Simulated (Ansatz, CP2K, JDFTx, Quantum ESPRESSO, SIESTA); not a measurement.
GaN: programs and potentials compared

```
CELL_PARAMETERS angstrom
3.18000 0.00000 0.00000
-1.59000 2.75396 0.00000
0.00000 0.00000 5.16600
ATOMIC_POSITIONS crystal
Ga 0.66667 0.33333 0.50000
Ga 0.33333 0.66667 0.00000
N 0.66667 0.33333 0.87500
N 0.33333 0.66667 0.37500
```

Alike in all runs: task band structure; functional PBE; k mesh 10 × 10 × 5; occupations fermi-dirac, width 0.05 eV; no spin polarisation; no spin-orbit coupling. Pressure is positive in compression and, in plane waves, holds the error of the finite cutoff, which Ansatz's Pulay term estimates and takes out. Gaps are the smaller of the mesh's and the band path's.

| program and potentials | plane-wave cutoff (eV) | notes | band gap (eV) | pressure (GPa) | largest force (eV/Å) |
| --- | --- | --- | --- | --- | --- |
| SIESTA, files PseudoDojo sr-pbe-0.4.1-standard, TZP (energy shift 0.003 Ry; two zetas on semicore shells) | - | atomic basis; 9 valence electrons an atom on average | 2.05 | 9.55 | 0.118 |
| Quantum ESPRESSO, PseudoDojo 0.4 SR PBE stringent | 1551 | 13 valence electrons an atom on average | 2.00 | 6.95 | 0.137 |
| SIESTA, files PseudoDojo sr-pbe-0.4.1-standard, DZP (energy shift 0.003 Ry; two zetas on semicore shells) | - | atomic basis; 9 valence electrons an atom on average | 2.06 | 9.95 | 0.128 |
| Quantum ESPRESSO, Ansatz NC SR PBE | 1238 | 9 valence electrons an atom on average | 1.99 | 7.60 | 0.137 |
| CP2K, POTENTIAL_UZH Ga GTH-PBE-q13, N GTH-PBE-q5; TZVP-MOLOPT-PBE-GTH basis | - | atomic basis; 9 valence electrons an atom on average | 1.94 | 9.36 | - |
| Quantum ESPRESSO, PseudoDojo 0.4.1 SR PBE standard | 1143 | 9 valence electrons an atom on average | 2.01 | 7.47 | 0.137 |
| JDFTx, PseudoDojo-SR-PBE-0.5-standard | 1143 | 9 valence electrons an atom on average | 2.01 | - | - |
| Ansatz, all-electron LAPW, scalar-relativistic | - | - | 1.98 | 7.20 | 0.136 |
| Ansatz, SPMS NC | 1034 | 9 valence electrons an atom on average | ? | ? | ? |

**Question.** Estimate from the other rows what the run with Ansatz, SPMS NC gave.

**Answer.** Band gap 2.01 eV; pressure 7.90 GPa; largest force 0.138 eV/Å. Its pressure holds a Pulay term of +0.19 GPa. The other rows, which needn't bracket it: band gap 1.94 to 2.06; pressure 6.95 to 9.95; largest force 0.118 to 0.137.
